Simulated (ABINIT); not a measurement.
Runs of ABINIT 10.8.3 (patched build) on MnO. The structure is cubic, space group Fm-3m (No. 225). Conventional cell: a = 4.448 Å, b = 4.448 Å, c = 4.448 Å, α = 90.00°, β = 90.00°, γ = 90.00°. Mn (site symmetry m-3m) has 6 O at 2.22 Å as nearest neighbours. O (site symmetry m-3m) is surrounded by 6 Mn at 2.22 Å. The cell is a database's computed one.

```csv
task,level,potentials or basis,k mesh,cutoff (eV),fine-grid cutoff,mesh quality,gap on the mesh (eV),moment (μB)
single point,PBE,JTH PAW PBE v2.0,10 × 10 × 10,707,1306.15 eV,not flagged,none,4.79
single point,LDA,JTH PAW LDA v2.0,6 × 6 × 6,626,1224.51 eV,coarse,none,4.69
single point,PBE,JTH PAW PBE v2.0,13 × 13 × 13,626,1224.51 eV,not flagged,none,4.75
single point,PBE,JTH PAW PBE v2.0,4 × 4 × 4,626,1224.51 eV,coarse,none,4.72
single point,PBE,JTH PAW PBE v2.0,8 × 8 × 8,626,1224.51 eV,not flagged,none,(b)
single point,LDA,JTH PAW LDA v2.0,13 × 13 × 13,626,1224.51 eV,not flagged,none,(c)
band structure,LDA-PZ,JTH PAW LDA v2.0,10 × 10 × 10,626,1224.51 eV,not flagged,none,4.52
single point,LDA,JTH PAW LDA v2.0,4 × 4 × 4,626,1224.51 eV,coarse,none,4.54
single point,LDA,JTH PAW LDA v2.0,8 × 8 × 8,626,1224.51 eV,not flagged,none,4.62
single point,PBEsol,JTH PAW PBE v2.0,4 × 4 × 4,626,1224.51 eV,coarse,none,4.72
band structure,LDA,JTH PAW LDA v2.0,10 × 10 × 10,626,1224.51 eV,not flagged,none,4.59
single point,PBEsol,JTH PAW PBE v2.0,6 × 6 × 6,626,1224.51 eV,coarse,none,(a)
```

Alike in all rows: spin collinear, ferromagnetic start; cell as given; smearing fermi-dirac 0.05 eV.

Q: Estimate the missing entries.

A: (a) 4.71; (b) 4.78; (c) 4.60.

Caveats: some runs use coarse meshes; a cell with one magnetic atom can't hold antiferromagnetic order, which such compounds often take; semilocal functionals often make such compounds metallic where correlation or magnetic order opens a gap, which also shifts bond lengths.

A k mesh can miss the band edges.

A gap of «none» marks a metal or a gap under the smearing width.

Not every run made on this cell is shown here.
